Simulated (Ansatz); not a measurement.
# MgO: the cost of one run

Program: Ansatz 0.2.0. Level of theory: DFT PBEsol, scalar-relativistic, plane waves, PAW. These are calculated values, not measurements.

The COD cell was measured well above room temperature, so it is larger than a cold one.

2 further runs of the same task are left out: 2 set aside as unsound or not needed. Runs told in other sessions of the task aren't counted.

### Step 1. The structure to begin with

Symmetry: Fm-3m, No. 225, cubic system. Conventional cell: a = 4.214 Å, b = 4.214 Å, c = 4.214 Å, α = 90.00°, β = 90.00°, γ = 90.00°. Around Mg (site symmetry m-3m) lie 6 O at 2.11 Å. O (site symmetry m-3m) has 6 Mg at 2.11 Å in its first shell of neighbours.

Coordinates:

```cif
data_structure
_symmetry_space_group_name_H-M 'Fm-3m'
_symmetry_Int_Tables_number 225
_cell_length_a 4.2142
_cell_length_b 4.2142
_cell_length_c 4.2142
_cell_angle_alpha 90.000
_cell_angle_beta 90.000
_cell_angle_gamma 90.000
_cell_volume 74.84
loop_
_atom_site_label
_atom_site_type_symbol
_atom_site_symmetry_multiplicity
_atom_site_Wyckoff_symbol
_atom_site_fract_x
_atom_site_fract_y
_atom_site_fract_z
_atom_site_occupancy
Mg1 Mg 4 a 0.00000 0.00000 0.00000 1
O1 O 4 b 0.00000 0.00000 0.50000 1
```

It is built from the cell relaxed beforehand with the same method (9.36 Å³/atom).

### Step 2. The reference cell

The cell is repeated 4 times, 8 atoms in all. The reference gives a free energy of -9903.4859 eV, pressure -0.01 GPa, largest force 0.000 eV/Å and gap on the mesh 4.62 eV. It was computed beforehand with the settings of the runs below.

### Step 3. Next: a one-atom displacement scan

Atom 1 (Mg) is moved by x along the Cartesian unit vector (-0.707, 0.707, 0.000); the cell and all other atoms stay fixed. Forces below are components along that vector, summed over the moved atoms. In a periodic cell its images move with it.

### Step 4. At x = -0.600 Å

File input.yaml:

```yaml
crystal:
  lattice:
    - [4.2142114404, 0.0, 0.0]
    - [0.0, -4.2142114404, 0.0]
    - [0.0, 0.0, -4.2142114404]
  atoms:
    - { symbol: Mg, position: [0.1006746042, 0.1006746042, 0.0] }
    - { symbol: Mg, position: [0.5, 0.5, 0.0] }
    - { symbol: Mg, position: [0.5, 0.0, 0.5] }
    - { symbol: Mg, position: [0.0, 0.5, 0.5] }
    - { symbol: O, position: [0.5, 0.0, 0.0] }
    - { symbol: O, position: [0.0, 0.5, 0.0] }
    - { symbol: O, position: [0.0, 0.0, 0.5] }
    - { symbol: O, position: [0.5, 0.5, 0.5] }
basis:
  ecutwfc: 420
kpoints:
  mp_grid: { grid: [6, 6, 6] }
hamiltonian:
  xc: pbesol
scf:
  occupations: { method: gaussian, width: 0.05 }
output:
  forces: true
  stress: true
  eigenvalues: true
```

Started as:

```
> ansatz run input.yaml --threads 1 --pin off --max-ram 2560MiB --backend cpu --events-out ev --progress --plain --runs-dir out
```

What time and memory should one allow on 1 thread of Arm Neoverse V1, shared host?

About 13 s, with a peak of 0.34 GiB.
